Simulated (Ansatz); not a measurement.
ZrO$_{2}$ (tetragonal-ZrO2 type, space group P4_2/nmc)

```
CELL_PARAMETERS angstrom
      3.62104     0.00000     0.00000
      0.00000     3.62104     0.00000
      0.00000     0.00000     5.28279
ATOMIC_POSITIONS crystal
  Zr 0.00000 0.00000 0.00000
  Zr 0.50000 0.50000 0.50000
  O  0.00000 0.50000 0.19278
  O  0.00000 0.50000 0.69278
  O  0.50000 0.00000 0.30722
  O  0.50000 0.00000 0.80722
```

The atoms are displaced by Q × the pattern below (from a DFPT mode at Γ, largest move 1; Q in Å), at fixed cell.

| atom | x | y | z |
|---|---|---|---|
| Zr1 | 0.000 | 0.000 | -0.351 |
| Zr2 | 0.000 | 0.000 | -0.351 |
| O3 | 0.000 | 0.000 | 1.000 |
| O4 | 0.000 | 0.000 | 1.000 |
| O5 | 0.000 | 0.000 | 1.000 |
| O6 | 0.000 | 0.000 | 1.000 |

Level of theory: PBE (plane waves to 420 eV, PAW, scalar-relativistic; Ansatz, a first-principles code). k mesh 9×9×6 (Γ-centred), Fermi-Dirac smearing 0.05 eV. E stands for the smeared free energy. This is a high-temperature form of ZrO2. ZrO2 is run without spin polarisation. ZrO2 was relaxed with its symmetry unable to fall. The zero of ΔE is the undisplaced structure.

| Q (Å) | ΔE (meV/cell) |
|---|---|
| -0.280 | 1174 |
| -0.187 | 542 |
| -0.093 | 140 |
| 0.000 | 0 |
| 0.093 | 140 |
| 0.187 | 542 |
| 0.280 | 1174 |

Question: Which DFPT wavenumber at Γ belongs to this mode?
A. 319 cm⁻¹
B. 122 cm⁻¹
C. 72 cm⁻¹
D. 572 cm⁻¹

Answer: A, 319 cm⁻¹. The curvature of the scan gives 319 cm⁻¹

(For displaced atoms, the force is minus the slope of the energy, and its curvature is a force constant, which sets phonon frequencies.)
